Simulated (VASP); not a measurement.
Input of a VASP 6.6.1 run:

INCAR

```
SYSTEM = P
PREC = Accurate
ENCUT = 520
EDIFF = 1E-6
ISMEAR = 0
SIGMA = 0.1
LREAL = .FALSE.
LASPH = .TRUE.
NELM = 60
ALGO = Fast
ISIF = 2
LWAVE = .FALSE.
LCHARG = .FALSE.
GGA = PE
```

The input KPOINTS:

```
regular mesh
0
G
  14 14 10
  0 0 0
```

File POSCAR:

```
P
1.0
    1.6614100000     -5.0970330000      0.0000000000
    1.6614100000      5.0970330000      0.0000000000
    0.0000000000      0.0000000000      4.1646880000
P
4
Direct
    0.8936196000      0.1063804000      0.0718792900
    0.6063804000      0.3936196000      0.5718793000
    0.1063804000      0.8936196000      0.9281207000
    0.3936196000      0.6063804000      0.4281207000
```

The input KPOINTS_OPT:

```
path GXSRAZGYX1A1TY,ZT
20
line-mode
reciprocal
 0.0000000000  0.0000000000  0.0000000000  G
 0.2765618768  0.2765618768  0.0000000000  X

 0.2765618768  0.2765618768  0.0000000000  X
 0.0000000000  0.5000000000  0.0000000000  S

 0.0000000000  0.5000000000  0.0000000000  S
 0.0000000000  0.5000000000  0.5000000000  R

 0.0000000000  0.5000000000  0.5000000000  R
 0.2765618768  0.2765618768  0.5000000000  A

 0.2765618768  0.2765618768  0.5000000000  A
 0.0000000000  0.0000000000  0.5000000000  Z

 0.0000000000  0.0000000000  0.5000000000  Z
 0.0000000000  0.0000000000  0.0000000000  G

 0.0000000000  0.0000000000  0.0000000000  G
-0.5000000000  0.5000000000  0.0000000000  Y

-0.5000000000  0.5000000000  0.0000000000  Y
-0.2765618768  0.7234381232  0.0000000000  X1

-0.2765618768  0.7234381232  0.0000000000  X1
-0.2765618768  0.7234381232  0.5000000000  A1

-0.2765618768  0.7234381232  0.5000000000  A1
-0.5000000000  0.5000000000  0.5000000000  T

-0.5000000000  0.5000000000  0.5000000000  T
-0.5000000000  0.5000000000  0.0000000000  Y

 0.0000000000  0.0000000000  0.5000000000  Z
-0.5000000000  0.5000000000  0.5000000000  T
```

Potentials or basis: VASP PAW PBE potentials, release 64 (P).

Launch:

```bash
$ cat potpaw_PBE.64/P/POTCAR > POTCAR
$ mpirun -np 1 vasp_std > vasp.out
```

Q: Estimate the band gap along the path.

A: None (metal or under the smearing width).

Q: Predict the pressure.

A: 3.3 GPa.

Q: Estimate the largest force.

A: 0.068 eV/Å.

Forces on the atoms (eV/Å):
```
P    0.000 -0.052  0.044
P    0.000  0.052  0.044
P    0.000  0.052 -0.044
P    0.000 -0.052 -0.044
```
